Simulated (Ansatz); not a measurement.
# BN: the cost of one run

Program: Ansatz 0.2.0. Level of theory: DFT PBEsol, scalar-relativistic, plane waves, PAW. These are calculated values, not measurements.

1 further run of the same task is left out (it didn't finish).

### Step 1. Starting point

It takes space group Fmm2 (No. 42, orthorhombic). The conventional cell has a = 2.503 Å, b = 6.991 Å, c = 4.332 Å, α = 90.00°, β = 90.00°, γ = 90.00°. B (site symmetry mm2) is surrounded by 3 N at 1.44 Å. Around N (site symmetry mm2) lie 3 B at 1.44 Å.

Coordinates:

```
CELL_PARAMETERS angstrom
0.00000 3.49532 2.16609
1.25163 0.00000 2.16609
1.25163 3.49532 0.00000
ATOMIC_POSITIONS crystal
B 0.00005 0.00005 0.99995
N 0.66665 0.66665 0.33335
```

Source of the structure: the Materials Project (structure only).

### Step 2. A first look at the start

input.yaml

```yaml
crystal:
  lattice:
    - [0.0, 3.49531583, 2.16609124]
    - [1.2516321, 0.0, 2.16609124]
    - [1.2516321, 3.49531583, 0.0]
  atoms:
    - { symbol: B, position: [4.865e-05, 4.865e-05, 0.99995135] }
    - { symbol: "N", position: [0.66665134, 0.66665134, 0.33334866] }
basis:
  ecutwfc: 420
kpoints:
  mp_grid: { grid: [8, 8, 8] }
hamiltonian:
  xc: pbesol
scf:
  occupations: { method: gaussian, width: 0.1 }
output:
  forces: true
  stress: true
  eigenvalues: true
```

Command:

```sh
ansatz run input.yaml --threads 1 --pin off --max-ram 2560MiB --backend cpu --events-out ev --progress --plain --runs-dir out
```

Q: Estimate wall time and peak memory on 1 thread of Arm Neoverse V2, shared host.

About 1.5 s, with a peak of 0.27 GiB.
